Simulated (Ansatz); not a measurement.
Ta2N: single point with r2SCAN0

Crystal: Ta2N.

```xyz
3
Lattice="3.1129 0.0000 0.0000 -1.5564 2.6958 0.0000 0.0000 0.0000 4.8698" Properties=species:S:1:pos:R:3 pbc="T T T"
Ta    0.0000    1.7972    1.2404
Ta    1.5564    0.8986    3.6294
N     0.0000    0.0000    0.0000
```

The cell comes from a database or a generator and needn't be the stable form of this composition.

```json
{"Program": "Ansatz 0.2.0", "Task": "single point", "Functional": "r2SCAN0", "Potentials or basis": "Ansatz PAW", "Cutoff": "500 eV (not typed: the program's choice for these potentials)", "k mesh": "5 × 5 × 3", "Occupations": "fermi-dirac, width 0.05 eV", "Spin": "no spin polarisation"}
```

```yaml
Pressure: -9.4 GPa
Largest_force: 0.571 eV/Å
Band_gap_on_the_k_mesh: none (metal or under the smearing width)
```

Forces in eV/Å, atoms in the order of the input:
```
Ta   0.000  0.000 -0.571
Ta   0.000  0.000  0.571
N    0.000  0.000  0.000
```

Stress tensor (GPa, compression positive):
```
-13.14   0.00   0.00
  0.00 -13.14   0.00
  0.00   0.00  -2.06
```

Levels at points of the mesh, in eV from the Fermi level:
| k point | band 11 | band 12 | band 13 | band 14 | band 15 | band 16 | band 17 | band 18 | band 19 | band 20 |
| --- | --- | --- | --- | --- | --- | --- | --- | --- | --- | --- |
| (0.00, 0.00, 0.00) | -7.67 | -7.67 | -6.67 | -0.96 | 0.06 | 0.06 | 0.43 | 0.90 | 0.90 | 1.78 |

Wall time 25 s on 1 × NVIDIA H100 80GB HBM3 with 2 threads of AMD EPYC 7R13 Processor (Zen 3), with other jobs on the host, peak memory 1.8 GiB.

Caveat: the k mesh is coarse (spacing up to 0.47 Å⁻¹), so the values aren't converged, least of all with exact exchange; the PAW data sets come from PBE, with cores solved anew for the run's functional, which leaves a small shift of forces and pressure; the thresholds are loose for stress. The run has no spin-orbit coupling, so splittings on Ta are missing.
